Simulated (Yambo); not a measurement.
# InAs (F-43m) in Yambo: further runs

The runs below take InAs through optical spectrum, optical spectrum by the Bethe-Salpeter equation, with PBE, PBEsol.

Everything below comes from runs of Yambo 5.3.0. Logs are shortened: lines on timing, memory, paths and dates and some standing lists are left out, and cuts for length are marked.

**The experiment to reproduce.**

A printed reference work, data compilation reports, for a bulk crystal of InAs at 4.2 K: band gap 0.418 eV (direct).

How close the calculation comes is told below.

### 1 The structure

It takes space group F-43m (No. 216, cubic). Conventional cell: a = 6.036 Å, b = 6.036 Å, c = 6.036 Å, α = 90.00°, β = 90.00°, γ = 90.00°. In (site symmetry -43m) has 4 As at 2.61 Å as nearest neighbours. As (site symmetry -43m) has 4 In at 2.61 Å as nearest neighbours.

### 2 Optical spectrum, PBE

The input, optics3.in:

```
optics
chi
tddft
Chimod= "LRC"
% BndsRnXd
 1 | 39 |
%
NGsBlkXd= 3 Ry
% LongDrXd
 1 | 0 | 0 |
%
% QpntsRXd
 1 | 1 |
%
% EnRngeXd
 0 | 20 | eV
%
% DmRngeXd
 0.1 | 0.1 | eV
%
ETStpsXd= 200
LRC_alpha= -0.2
```

The input, scf.in:

```
&CONTROL
  calculation = 'scf'
  prefix = 'pwscf'
  outdir = './tmp'
  pseudo_dir = './pseudo'
/
&SYSTEM
  ibrav = 0
  nat = 2
  ntyp = 2
  ecutwfc = 84
  nbnd = 21
  occupations = 'smearing'
  smearing = 'fd'
  degauss = 0.00367493
  force_symmorphic = .true.
/
&ELECTRONS
  conv_thr = 4d-10
  electron_maxstep = 120
  mixing_beta = 0.5
/
ATOMIC_SPECIES
In   114.8180 In.upf
As    74.9216 As.upf
CELL_PARAMETERS angstrom
   0.0000000000    3.0180000000    3.0180000000
   3.0180000000    0.0000000000    3.0180000000
   3.0180000000    3.0180000000    0.0000000000
ATOMIC_POSITIONS crystal
In     0.0000000000    0.0000000000    0.0000000000
As     0.7500000000    0.7500000000    0.7500000000
K_POINTS automatic
10 10 10 0 0 0
```

The input, nscf.in:

```
&CONTROL
  calculation = 'nscf'
  prefix = 'pwscf'
  outdir = './tmp'
  pseudo_dir = './pseudo'
/
&SYSTEM
  ibrav = 0
  nat = 2
  ntyp = 2
  ecutwfc = 84
  nbnd = 44
  occupations = 'smearing'
  smearing = 'fd'
  degauss = 0.00367493
  force_symmorphic = .true.
/
&ELECTRONS
  conv_thr = 1d-08
  diago_full_acc = .true.
  diago_thr_init = 1d-06
/
ATOMIC_SPECIES
In   114.8180 In.upf
As    74.9216 As.upf
CELL_PARAMETERS angstrom
   0.0000000000    3.0180000000    3.0180000000
   3.0180000000    0.0000000000    3.0180000000
   3.0180000000    3.0180000000    0.0000000000
ATOMIC_POSITIONS crystal
In     0.0000000000    0.0000000000    0.0000000000
As     0.7500000000    0.7500000000    0.7500000000
K_POINTS automatic
10 10 10 0 0 0
```

Potentials or basis: PseudoDojo 0.4.1 SR PBE standard.

Command:

```
OMP_NUM_THREADS=1 pw.x -in scf.in > scf.out
OMP_NUM_THREADS=1 pw.x -in nscf.in > nscf.out
cd tmp/pwscf.save; p2y; mv SAVE ../..; cd ../..
OMP_NUM_THREADS=1 yambo
OMP_NUM_THREADS=1 yambo -F optics3.in -J optics3 -C optics3_out
```

Yambo's report:

```text
[... sections 02.01 to 02.04 as in the set-up run ...]

  [02.05] Energies & Occupations
  ==============================

  [X] === General ===
  [X] Electronic Temperature                        :  0.258606E-1   300.100    [eV K]
  [X] Bosonic    Temperature                        :  0.258606E-1   300.100    [eV K]
  [X] Finite Temperature mode                       : yes
  [X] El. density                                   :  0.50930E+24 [cm-3]
  [X] Fermi Level                                   :  8.191749 [eV]

  [X] === Gaps and Widths ===
  [X] Conduction Band Min                           :  8.191749 [eV]
  [X] Valence Band Max                              :  8.191749 [eV]
  [X] Filled Bands                                  :  11
  [X] Metallic Bands                                :  12  15
  [X] Empty Bands                                   :   16   44

  [X] === Metallic Characters ===
  [X] N of el / N of met el                         :  28.00000   6.00229
  [X] Average metallic occ.                         :  0.375143

  [WARNING] [X] Metallic system

 [03] Transferred momenta grid and indexing
 ==========================================

 IBZ Q-points                                      :   47
 BZ  Q-points                                      :  1000

 K/Q-points units:
 rlu = crystal or reduced units; cc = cartesian coordinates; iku = interal k-units

 Q [ 1]         [rlu]:  0.000000  0.000000  0.000000
 Q [ 2]         [rlu]: -0.85758E-17 -0.85758E-17  0.10000
 Q [ 3]         [rlu]: -0.58358E-17 -0.58358E-17  0.20000
 Q [ 4]         [rlu]: -0.68322E-17 -0.68322E-17  0.30000
 Q [ 5]         [rlu]: -0.31741E-16 -0.31741E-16  0.40000
 Q [ 6]         [rlu]:  0.13949E-16  0.13949E-16 -0.50000
 Q [ 7]         [rlu]:  0.99811E-18  0.10000      0.10000
 Q [ 8]         [rlu]: -0.29179E-17  0.10000      0.20000
 Q [ 9]         [rlu]:  0.67609E-17  0.10000      0.30000
 Q [10]         [rlu]: -0.32026E-16  0.10000      0.40000
 Q [11]         [rlu]:  0.32735E-17  0.10000      0.50000
 Q [12]         [rlu]:  0.64336E-16  0.10000     -0.40000
 Q [13]         [rlu]:  0.65475E-17  0.10000     -0.30000
 Q [14]         [rlu]:  0.68322E-17  0.10000     -0.20000
 Q [15]         [rlu]: -0.80419E-17  0.10000     -0.10000
[... 30 lines left out ...]
 Q [46]         [rlu]:  0.200000  0.400000 -0.300000
 Q [47]         [rlu]:  0.200000 -0.500000 -0.300000

 [WARNING] [Xd] User bands 1-39 break level degeneracy

 [04] Dipoles
 ============

  [04.01] Setup: observables and procedures
  =========================================

  [WF-Oscillators/G space/Transverse up loader] Normalization (few states)  min/max  :  0.24954E-17   1.0000

  [WR./optics3//ndb.dipoles]------------------------------------------------------
   Brillouin Zone Q/K grids (IBZ/BZ)                :    47  1000    47  1000
   RL vectors                                       :   5961 [WF]
   Fragmentation                                    : yes
   Electronic Temperature                           :  300.1000 [K]
   Bosonic    Temperature                           :  300.1000 [K]
   DIP band range                                   :    1   39
   DIP band range limits                            :  15  12
   DIP e/h energy range                             : -1.000000 -1.000000 [eV]
   RL vectors in the sum                            :   5961
   [r,Vnl] included                                 : yes
   Bands ordered                                    : yes
   Direct v evaluation                              : no
   Approach used                                    : G-space v
   Dipoles computed                                 : R V P [G-space]
   Wavefunctions                                    : Perdew, Burke & Ernzerhof(X)+Perdew, Burke & Ernzerhof(C)

  [WARNING] [r,Vnl^pseudo] included in position and velocity dipoles.

  [WARNING] In case H contains other non local terms, these are neglected

 [05] Optics
 ===========

 [X-CG] R(p) Tot o/o(of R):    11966   353318      100

 [WARNING] The system is a metal but Drude term not included.
```

Run time: 11 min. Hardware: 1 thread of Intel Xeon at 2.50GHz (Skylake/Cascade Lake), shared host; peak memory 0.72 GiB.

What came out:

| Property | Result |
| --- | --- |
| Band gap on the k mesh, mean-field level | none (metal or under the smearing width) |

Dielectric function (along the field direction of the input):
```
energy (eV)  real part  imaginary part
       0.30       0.73           12.81
       0.80      17.95            3.00
       1.31      13.27            4.60
       1.81      10.56           18.80
       2.31       6.55           10.75
       2.81       6.35           12.25
       3.32       7.10            7.23
       3.82       5.41           21.75
       4.32      -2.77            8.03
       4.82      -3.36           12.63
       5.33      -2.80            4.64
       5.83      -3.90            4.87
       6.33      -2.95            4.81
       6.83      -3.59            3.90
       7.34      -2.63            2.44
       7.84      -2.19            2.14
       8.34      -1.61            1.71
       8.84      -1.62            1.25
       9.35      -1.29            1.35
       9.85      -1.03            0.79
      10.35      -1.16            0.91
      10.85      -0.78            0.73
      11.36      -0.50            0.51
      11.86      -0.45            0.47
      12.36      -0.16            0.33
      12.86      -0.09            0.37
      13.37       0.06            0.37
      13.87       0.03            0.40
      14.37       0.16            0.31
      14.87       0.28            0.29
      15.38       0.32            0.30
      15.88       0.44            0.26
      16.38       0.44            0.31
      16.88       0.54            0.38
      17.39       0.56            0.37
      17.89       0.48            0.32
      18.39       0.56            0.27
      18.89       0.56            0.28
      19.40       0.63            0.27
      20.00       0.60            0.37
```

Caveat: the intraband (Drude) term of the metal is left out; the ground state has no gap, which makes the many-body step unreliable; the long-range kernel's strength is typed, not fitted to the crystal's screening; independent-particle spectra lack excitons.

### 3 Optical spectrum by the Bethe-Salpeter equation, PBE

The input, bse5.in:

```
optics
bse
bss
rim_cut
em1s
RandQpts= 1000000
RandGvec= 50 RL
Chimod= "HARTREE"
% BndsRnXs
 1 | 39 |
%
NGsBlkXs= 3 Ry
% LongDrXs
 1 | 0 | 0 |
%
BSKmod= "SEX"
BSEmod= "retarded"
BSSmod= "h"
% BSEQptR
 1 | 1 |
%
% BSEBands
 12 | 18 |
%
BSENGexx= 20 Ry
BSENGBlk= 3 Ry
% BEnRange
 0 | 20 | eV
%
% BDmRange
 0.1 | 0.1 | eV
%
BEnSteps= 200
% BLongDir
 1 | 0 | 0 |
%
BSEprop= "abs"
BSHayTrs= -0.02
```

scf.in is that of step 2.

nscf.in is that of step 2.

Potentials or basis: PseudoDojo 0.4.1 SR PBE standard.

Command:

```
OMP_NUM_THREADS=1 pw.x -in scf.in > scf.out
OMP_NUM_THREADS=1 pw.x -in nscf.in > nscf.out
cd tmp/pwscf.save; p2y; mv SAVE ../..; cd ../..
OMP_NUM_THREADS=1 yambo
OMP_NUM_THREADS=1 yambo -F bse5.in -J bse5 -C bse5_out
```

Yambo's report:

```text
[... sections 02.01 to 02.04 as in the set-up run ...]

  [02.05] Energies & Occupations
  ==============================

  [X] === General ===
  [X] Electronic Temperature                        :  0.258606E-1   300.100    [eV K]
  [X] Bosonic    Temperature                        :  0.258606E-1   300.100    [eV K]
  [X] Finite Temperature mode                       : yes
  [X] El. density                                   :  0.50930E+24 [cm-3]
  [X] Fermi Level                                   :  8.191749 [eV]

  [X] === Gaps and Widths ===
  [X] Conduction Band Min                           :  8.191749 [eV]
  [X] Valence Band Max                              :  8.191749 [eV]
  [X] Filled Bands                                  :  11
  [X] Metallic Bands                                :  12  15
  [X] Empty Bands                                   :   16   44

  [X] === Metallic Characters ===
  [X] N of el / N of met el                         :  28.00000   6.00229
  [X] Average metallic occ.                         :  0.375143

[... 312 lines left out ...]
     [K] ALDA kernel in R-space                       : no
     [K] RL vectors                                   :   561 [exchange]
     [K] RL vectors                                   :   51 [correlation]
     [K] E/h energy range                             : -1.000000 -1.000000 [eV]
     [K] Coupling range                               :  100.0000  100.0000 [o/o]
     [W] Interaction is diagonal                      : no
     [W] Matrix size                                  :   51
     [W] Bands                                        :    1   39
     [W] e/h energy range                             : -1.000000 -1.000000 [eV]
     [W] Poles                                        :  100.0000 [o/o]
     [W] RL vectors in the sum                        :   5961
     [W] [r,Vnl] included                             : yes
     [W] Field direction                              :  0.100000E-4   0.00000      0.00000
     [W] Coulomb Cutoff                               : none
     [W] Hxc Kernel                                   : HARTREE
     [RIM] RL components                              :   51 [col]
     [RIM] Random points                              :  1000000 [col]
     [SOC] Perturbative SOC                           : no
     [K] Kernel long-range exchange                   : BAR

    [07.01.05.03] Wave-Function Phases
    ==================================

    [BSE] WF phases found       :  81.53495 [o/o]

   [07.01.06] BSE solver(s) @q1
   ============================

   [07.01.07] Haydock Solver in the optics basis @q1 using the hermitian scheme
   ============================================================================

   Accuracy (requested)      : -0.020000 [o/o]
   Accuracy (reached)        :  0.018524 [o/o]
   Iterations                :  126
```

o-bse5.eps_q1_haydock_bse:

```text
# Absorption @ Q(1):   1.00000000      0.00000000      0.00000000    [q->0 direction]
#
[... 60 lines left out ...]
        0.201005           31.05213           13.57182           32.03785           13.22066           31.05213           13.57182
        0.301508           11.82502           5.980433           12.39869           4.141798           11.82502           5.980433
        0.402010           4.979684           9.516346           5.092143           7.606647           4.979684           9.516346
        0.502513           2.796236           12.30166           2.736074           10.35257           2.796236           12.30166
[... 192 lines left out ...]
        19.89950           0.004994           0.545119           0.005321           0.513520           0.004994           0.545119
        20.00000           0.004909           0.550095           0.005231           0.518822           0.004909           0.550095
#
```

It took 2.7 h on 1 thread of Intel Xeon at 2.50GHz (Skylake/Cascade Lake), shared host; peak memory 1.6 GiB.

What came out:

- Band gap on the k mesh, mean-field level: none (metal or under the smearing width)

Dielectric function (along the field direction of the input):
| energy (eV) | real part | imaginary part |
| --- | --- | --- |
| 0.30 | 5.98 | 11.83 |
| 1.31 | 14.72 | 4.05 |
| 2.31 | 7.38 | 10.71 |
| 3.32 | 9.02 | 8.02 |
| 4.42 | -1.52 | 9.19 |
| 5.43 | -1.04 | 7.93 |
| 6.43 | -3.58 | 4.59 |
| 7.54 | -2.23 | 3.03 |
| 8.54 | -1.81 | 1.78 |
| 9.55 | -1.90 | 0.73 |
| 10.65 | -1.08 | 0.52 |
| 11.66 | -0.76 | 0.16 |
| 12.66 | -0.35 | 0.08 |
| 13.77 | -0.08 | 0.03 |
| 14.77 | 0.10 | 0.02 |
| 15.78 | 0.23 | 0.01 |
| 16.88 | 0.34 | 0.01 |
| 17.89 | 0.42 | 0.01 |
| 18.89 | 0.49 | 0.01 |
| 20.00 | 0.55 | 0.00 |

Caveat: the intraband (Drude) term of the metal is left out; the ground state has no gap, which makes the many-body step unreliable; the transitions start from uncorrected Kohn-Sham levels, so peaks lie too low; exciton energies and binding change strongly with the k mesh and aren't converged on this one; the mesh is thin for optics, so peaks and dielectric constants aren't converged.

### 4 Optical spectrum, PBEsol

The input, optics0.in:

```
optics
chi
Chimod= "IP"
% BndsRnXd
 1 | 34 |
%
% LongDrXd
 0 | 1 | 0 |
%
% QpntsRXd
 1 | 1 |
%
% EnRngeXd
 0 | 20 | eV
%
% DmRngeXd
 0.1 | 0.1 | eV
%
ETStpsXd= 200
```

scf.in is that of step 3.

Changes to nscf.in since step 3:

```diff
@@ -11,3 +11,3 @@
   ecutwfc = 84
-  nbnd = 44
+  nbnd = 34
   occupations = 'smearing'
```

Potentials or basis: PseudoDojo 0.4.1 SR PBEsol standard.

Command:

```
OMP_NUM_THREADS=1 pw.x -in scf.in > scf.out
OMP_NUM_THREADS=1 pw.x -in nscf.in > nscf.out
cd tmp/pwscf.save; p2y; mv SAVE ../..; cd ../..
OMP_NUM_THREADS=1 yambo
OMP_NUM_THREADS=1 yambo -F optics0.in -J optics0 -C optics0_out
```

Yambo's report:

```text
[... sections 02.01 to 02.04 as in the set-up run ...]

  [02.05] Energies & Occupations
  ==============================

  [X] === General ===
  [X] Electronic Temperature                        :  0.258606E-1   300.100    [eV K]
  [X] Bosonic    Temperature                        :  0.258606E-1   300.100    [eV K]
  [X] Finite Temperature mode                       : yes
  [X] El. density                                   :  0.50930E+24 [cm-3]
  [X] Fermi Level                                   :  8.054097 [eV]

  [X] === Gaps and Widths ===
  [X] Conduction Band Min                           :  8.054097 [eV]
  [X] Valence Band Max                              :  8.054097 [eV]
  [X] Filled Bands                                  :  12
  [X] Metallic Bands                                :  13  15
  [X] Empty Bands                                   :   16   34

  [X] === Metallic Characters ===
  [X] N of el / N of met el                         :  28.00000   4.00241
  [X] Average metallic occ.                         :  0.333534

  [WARNING] [X] Metallic system

 [03] Transferred momenta grid and indexing
 ==========================================

 IBZ Q-points                                      :   47
 BZ  Q-points                                      :  1000

 K/Q-points units:
 rlu = crystal or reduced units; cc = cartesian coordinates; iku = interal k-units

 Q [ 1]         [rlu]:  0.000000  0.000000  0.000000
 Q [ 2]         [rlu]: -0.85758E-17 -0.85758E-17  0.10000
 Q [ 3]         [rlu]: -0.58358E-17  0.80419E-17  0.20000
 Q [ 4]         [rlu]: -0.68322E-17 -0.68322E-17  0.30000
 Q [ 5]         [rlu]: -0.31741E-16 -0.31741E-16  0.40000
 Q [ 6]         [rlu]:  0.13949E-16  0.13949E-16 -0.50000
 Q [ 7]         [rlu]: -0.99811E-18  0.10000      0.10000
 Q [ 8]         [rlu]: -0.98568E-17  0.10000      0.20000
 Q [ 9]         [rlu]: -0.19714E-16  0.10000      0.30000
 Q [10]         [rlu]: -0.32026E-16  0.10000      0.40000
 Q [11]         [rlu]:  0.32735E-17  0.10000      0.50000
 Q [12]         [rlu]:  0.64336E-16  0.10000     -0.40000
 Q [13]         [rlu]:  0.65475E-17  0.10000     -0.30000
 Q [14]         [rlu]:  0.68322E-17  0.10000     -0.20000
 Q [15]         [rlu]: -0.67609E-17  0.10000     -0.10000
[... 30 lines left out ...]
 Q [46]         [rlu]:  0.200000  0.400000 -0.300000
 Q [47]         [rlu]:  0.200000 -0.500000 -0.300000

 [04] Dipoles
 ============

  [04.01] Setup: observables and procedures
  =========================================

  [WF-Oscillators/G space/Transverse up loader] Normalization (few states)  min/max  :  0.30842E-17   1.0000

  [WR./optics0//ndb.dipoles]------------------------------------------------------
   Brillouin Zone Q/K grids (IBZ/BZ)                :    47  1000    47  1000
   RL vectors                                       :   5961 [WF]
   Fragmentation                                    : yes
   Electronic Temperature                           :  300.1000 [K]
   Bosonic    Temperature                           :  300.1000 [K]
   DIP band range                                   :    1   34
   DIP band range limits                            :  15  13
   DIP e/h energy range                             : -1.000000 -1.000000 [eV]
   RL vectors in the sum                            :   5961
   [r,Vnl] included                                 : yes
   Bands ordered                                    : yes
   Direct v evaluation                              : no
   Approach used                                    : G-space v
   Dipoles computed                                 : R V P [G-space]
   Wavefunctions                                    : Perdew, Burke & Ernzerhof SOL(X)+Perdew, Burke & Ernzerhof SOL(C)

  [WARNING] [r,Vnl^pseudo] included in position and velocity dipoles.

  [WARNING] In case H contains other non local terms, these are neglected

 [05] Optics
 ===========

 [X-CG] R(p) Tot o/o(of R):    9804  283298     100

 [WARNING] The system is a metal but Drude term not included.
```

Wall time 2.2 min (1 thread of Arm Neoverse V2, shared host); peak memory 0.28 GiB.

Results:

* Band gap on the k mesh, mean-field level: none (metal or under the smearing width)

Dielectric function (along the field direction of the input):
```tsv
energy (eV)	real part	imaginary part
0.30	13.20	13.51
0.90	20.11	4.52
1.61	22.75	12.93
2.31	9.73	8.18
3.02	6.54	8.16
3.62	15.03	15.99
4.32	-0.23	9.93
5.03	-7.91	9.26
5.73	-5.54	6.22
6.33	-3.98	5.63
7.04	-3.26	3.26
7.74	-2.80	2.37
8.44	-2.10	1.84
9.05	-1.70	1.63
9.75	-1.34	0.77
10.45	-1.00	0.72
11.16	-0.70	0.46
11.76	-0.55	0.48
12.46	-0.19	0.54
13.17	-0.11	0.47
13.87	-0.06	0.29
14.47	0.13	0.27
15.18	0.28	0.25
15.88	0.48	0.32
16.58	0.57	0.37
17.19	0.45	0.35
17.89	0.65	0.29
18.59	0.64	0.49
19.30	0.56	0.47
20.00	0.42	0.43
```

Caveat: the intraband (Drude) term of the metal is left out; the ground state has no gap, which makes the many-body step unreliable; independent-particle spectra lack excitons; this crystal is a semiconductor, whose small gap the functional closes, so the metal is an error of the method.

(Part 1 of 2 ends here.)
